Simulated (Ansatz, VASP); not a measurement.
Given: the input of a run of Ansatz 0.2.0 on Si.

The input input.yaml:

```yaml
crystal:
  lattice:
    - [-2.4178816084, 2.4178816084, 1.3553360359]
    - [2.4178816084, -2.4178816084, 1.3553360359]
    - [2.4178816084, 2.4178816084, -1.3553360359]
  atoms:
    - { symbol: Si, position: [0.5, 0.5, 0.0] }
    - { symbol: Si, position: [0.25, 0.75, 0.5] }
hamiltonian:
  xc: r2scan
  pseudopotentials: { kind: paw }
kpoints:
  mp_grid: { grid: [11, 11, 11] }
scf:
  occupations: { method: fermi_dirac, width: 0.05 }
output:
  forces: true
  stress: true
  eigenvalues: true
```

Potentials or basis: Ansatz PAW.

Launch:

```bash
$ ansatz run input.yaml --threads 2 --pin off --max-ram 5632MiB --backend cpu --events-out ev --progress --plain --runs-dir out
```

Question: Translate it to VASP 6.6.1. Potentials there: VASP PAW PBE potentials, release 64 (Si).

Answer: As run (the cutoff follows the program's own potentials):

POSCAR

```
Si
1.0
   -2.4178816084      2.4178816084      1.3553360359
    2.4178816084     -2.4178816084      1.3553360359
    2.4178816084      2.4178816084     -1.3553360359
Si
2
Direct
    0.5000000000      0.5000000000      0.0000000000
    0.2500000000      0.7500000000      0.5000000000
```

Contents of INCAR.step1:

```
PREC     = Accurate       # precision mode
ENCUT    = 520            # plane-wave cutoff, eV
ISMEAR   = -1             # smearing method
SIGMA    = 0.05           # smearing width, eV
LREAL    = False          # projectors in reciprocal space
LASPH    = True           # aspherical terms in the spheres
NELM     = 80             # most SCF steps
NBANDS   = 11             # bands
GGA      = PE             # functional
ALGO     = Normal         # electronic algorithm
EDIFF    = 1E-4           # SCF threshold, eV
LWAVE    = True           # write WAVECAR
LCHARG   = False          # write CHGCAR
```

The input INCAR.step2:

```
PREC     = Accurate       # precision mode
ENCUT    = 520            # plane-wave cutoff, eV
EDIFF    = 1E-7           # SCF threshold, eV
ISMEAR   = -1             # smearing method
SIGMA    = 0.05           # smearing width, eV
LREAL    = False          # projectors in reciprocal space
LASPH    = True           # aspherical terms in the spheres
NELM     = 80             # most SCF steps
ALGO     = Normal         # electronic algorithm
ISIF     = 2              # what is computed and relaxed
LWAVE    = False          # write WAVECAR
LCHARG   = False          # write CHGCAR
METAGGA  = R2SCAN         # meta-GGA
LMIXTAU  = True         
NBANDS   = 11             # bands
ISTART   = 1
```

The input KPOINTS:

```
Automatic mesh
0
Gamma
  11 11 11
```

Potentials or basis: VASP PAW PBE potentials, release 64 (Si).

Command:

```sh
$ cat potpaw_PBE.64/Si/POTCAR > POTCAR
$ cp INCAR.step1 INCAR
$ mpirun -np 1 vasp_std > vasp.out
$ cp INCAR.step2 INCAR
$ mpirun -np 1 vasp_std > vasp.out
```

Both were run:

|  | VASP | Ansatz | Ansatz less VASP |
| --- | --- | --- | --- |
| gap on the k mesh at the Fermi level (eV) | none | none | - |
| pressure (GPa) | -3.9 | -3.8 | +0.10 |
| largest component of the traceless stress (GPa) | 0.13 | 0.07 | -0.067 |

A gap of «none» marks a metal or a gap that the smearing closes.

Caveats: the PAW data sets were made with another functional, which shifts forces and pressure a little (VASP); the PAW data sets come from PBE, with cores solved anew for the run's functional, which leaves a small shift of forces and pressure (Ansatz).
